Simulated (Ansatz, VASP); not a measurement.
## BN in VASP and in Ansatz

INCAR

```
SYSTEM = BN
  ALGO = Normal
  EDIFF = 1E-6
  EDIFFG = -0.005
  ENCUT = 600
  GGA = PE
  IBRION = 2
  ISIF = 3
  ISMEAR = 0
  LASPH = .TRUE.
  LCHARG = .FALSE.
  LREAL = .FALSE.
  LWAVE = .FALSE.
  NELM = 60
  NSW = 100
  PREC = Accurate
  SIGMA = 0.02
```

KPOINTS

```
k-points
0
G
  12 12 12
  0 0 0
```

POSCAR

```
BN
1.0
    0.0000000000      1.8130010000      1.8130010000
    1.8130010000      0.0000000000      1.8130010000
    1.8130010000      1.8130010000      0.0000000000
B N
1 1
Direct
    0.0000000000      0.0000000000      0.0000000000
    0.7500000000      0.7500000000      0.7500000000
```

Input for Ansatz:

```yaml
crystal:
  lattice:
    - [0.0, 1.813001, 1.813001]
    - [1.813001, 0.0, 1.813001]
    - [1.813001, 1.813001, 0.0]
  atoms:
    - { symbol: B, position: [0.0, 0.0, 0.0] }
    - { symbol: "N", position: [0.75, 0.75, 0.75] }
basis:
  ecutwfc: 520.0
kpoints:
  mp_grid: { grid: [12, 12, 12] }
hamiltonian:
  xc: pbe
scf:
  occupations: { method: gaussian, width: 0.02 }
output:
  forces: true
  stress: true
  eigenvalues: true
relax:
  adjacent_minimum: "off"
  f_tol: 0.005
  max_steps: 80
  cell: { stress_tol: 0.05 }
```

The cell is a database's computed one.

Alike in both runs: task relaxation of cell and atoms; functional PBE; k mesh 12 × 12 × 12; occupations gaussian, width 0.02 eV; no spin polarisation.

```csv
,VASP,Ansatz
version,VASP 6.6.1,Ansatz 0.2.0
potentials or method,"VASP PAW PBE potentials, release 64 (B, N)","scalar-relativistic, plane waves, PAW"
plane-wave cutoff (eV),600,520
valence electrons in the cell,8,8
```

```csv
,VASP,Ansatz,Ansatz less VASP
"gap on the k mesh at the Fermi level, each at its own relaxed structure (eV)",4.45,4.46,+0.010
relaxed volume (Å³/atom),5.95,5.95,+0.001
relaxed cell length with the largest relative difference (Å),2.563,2.563,+0.0002
```

A k mesh can miss the band edges.
